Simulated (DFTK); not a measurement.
Set up this calculation in DFTK 0.8.2, as the native input.

| Item | Value |
| --- | --- |
| Task | band structure |
| Functional | PBEsol |
| Potentials or basis | cp2k.nc.sr.pbe.v0_1.largecore.gth (PBE, GTH) |
| Cutoff | 735 eV |
| k mesh | 8 × 8 × 8 |
| Occupations | fermi-dirac, width 0.05 eV |
| Spin | no spin polarisation |
| Valence electrons | Sb 5 |
| SCF tolerance on the density | 1e-06 |

The structure of Sb lies in Sb.cif:

```cif
data_Sb
_cell_length_a 4.50666183
_cell_length_b 4.50666183
_cell_length_c 4.50666183
_cell_angle_alpha 57.11017317
_cell_angle_beta 57.11017317
_cell_angle_gamma 57.11017317
_space_group_name_H-M_alt 'P1'
_space_group_name_Hall 'P 1'
_space_group_IT_number 1
loop_
_space_group_symop_operation_xyz
'x,y,z'
loop_
_atom_site_label
_atom_site_type_symbol
_atom_site_symmetry_multiplicity
_atom_site_Wyckoff_symbol
_atom_site_fract_x
_atom_site_fract_y
_atom_site_fract_z
_atom_site_occupancy
Sb1 Sb 1 a 0.7665100000 0.7665100000 0.7665100000 1
Sb2 Sb 1 a 0.2334900000 0.2334900000 0.2334900000 1
```

These files were run (other wordings do the same):

run.jl

```julia
using DFTK
using PseudoPotentialData
using Unitful, UnitfulAtomic
using LinearAlgebra, Printf
include("save.jl")
disable_threading()

lines = readlines("Sb.cif")
tag(name) = parse(Float64, split(only(filter(startswith(name), lines)))[2])
a, b, c = tag.(["_cell_length_a", "_cell_length_b", "_cell_length_c"])
α, β, γ = deg2rad.(tag.(["_cell_angle_alpha", "_cell_angle_beta", "_cell_angle_gamma"]))
cx, cy  = cos(β), (cos(α) - cos(β) * cos(γ)) / sin(γ)
lattice = austrip(1u"Å") * [a b*cos(γ) c*cx; 0 b*sin(γ) c*cy; 0 0 c*sqrt(1 - cx^2 - cy^2)]
sites     = split.(lines[findlast(startswith("_atom_site_"), lines)+1:end])
symbols   = [Symbol(s[2]) for s in sites]
positions = [parse.(Float64, s[5:7]) for s in sites]
pseudopotentials = PseudoFamily("cp2k.nc.sr.pbe.v0_1.largecore.gth")
elements = Dict(s => ElementPsp(s, pseudopotentials) for s in unique(symbols))
atoms    = [elements[s] for s in symbols]

build_model(lattice, positions; symmetries=true) =
    model_DFT(lattice, atoms, positions;
              functionals=PBEsol(),
              temperature=austrip(0.05u"eV"),
              smearing=Smearing.FermiDirac(),
              symmetries)
Ecut  = 27.0  # hartree
kgrid = [8, 8, 8]
tol   = 1e-6
to_GPa = ustrip(uconvert(u"GPa", 1u"hartree/bohr^3"))

model = build_model(lattice, positions)
basis = PlaneWaveBasis(model; Ecut, kgrid)
display(basis)
scfres = self_consistent_field(basis;
                               tol,
                               nbandsalg=AdaptiveBands(model; n_bands_converge=10))
display(scfres.energies)
@printf "Fermi level: %.6f eV\n" ustrip(auconvert(u"eV", something(scfres.εF, NaN)))
forces = compute_forces_cart(scfres)
println("Forces (eV/Å)")
for (s, f) in zip(symbols, forces)
    @printf "%-3s %12.6f %12.6f %12.6f\n" s ustrip.(auconvert.(u"eV/Å", f))...
end
stress = compute_stresses_cart(scfres)
println("Stress (GPa)")
display(round.(stress * to_GPa; digits=4))
println("Levels at the first k-point (eV): ", round.(ustrip.(auconvert.(u"eV", scfres.eigenvalues[1][1:scfres.n_bands_converge])); digits=4))
save_scf!(scfres; forces, stress)

points = Dict("G" => [0.0, 0.0, 0.0], "B" => [0.7603126357, 0.5, 0.2396873643], "B1" => [0.5, 0.2396873643, -0.2396873643], "F" => [0.5, 0.5, 0.0], "L" => [0.5, 0.0, 0.0], "P" => [0.7603126357, 0.3698436821, 0.3698436821], "P1" => [0.6301563179, 0.6301563179, 0.2396873643], "Q" => [0.6301563179, 0.3698436821, 0.0], "X" => [0.3698436821, 0.0, -0.3698436821], "Z" => [0.5, 0.5, 0.5])
segments = [("G", "L", 6), ("L", "B1", 5), ("B", "Z", 5), ("Z", "G", 6), ("G", "X", 8), ("Q", "F", 3), ("F", "P1", 3), ("P1", "Z", 5), ("L", "P", 4)]
kcoords = vcat([[points[a] + t * (points[b] - points[a]) for t in range(0, 1, n)] for (a, b, n) in segments]...)
bands = compute_bands(scfres, ExplicitKpoints(kcoords); n_bands=12, tol=1e-5)
for (k, ε) in zip(bands.basis.kpoints, bands.eigenvalues)
    @printf "%d %8.4f %8.4f %8.4f " k.spin k.coordinate...
    println(join([@sprintf("%9.4f", e) for e in ustrip.(auconvert.(u"eV", ε .- scfres.εF))]))
end
results["band_energies"] = rows(bands.eigenvalues); results["band_kpoints"] = rows(kcoords)
```

Potentials or basis: cp2k.nc.sr.pbe.v0_1.largecore.gth (PBE, GTH).

Command:

```sh
$ julia --threads=1 run.jl  # save.jl only writes the numbers to a file and isn't shown; printed stress counts tension as positive; times include loading and compiling
```

It gave:

```yaml
Pressure: 2.1 GPa
Largest_force: 0.319 eV/Å
Band_gap_on_the_k_mesh: none (metal or under the smearing width)
```

Caveat: GTH potentials come without recommended cutoffs, and this one wasn't checked for convergence; the potentials were made for another functional, which shifts forces and pressure; spin-orbit coupling is left out, which moves the levels of the heavy elements.

Wall time 110 s on 1 thread of Intel(R) Xeon(R) Platinum 8488C (Sapphire Rapids) (shared host), peak memory 2 GiB.
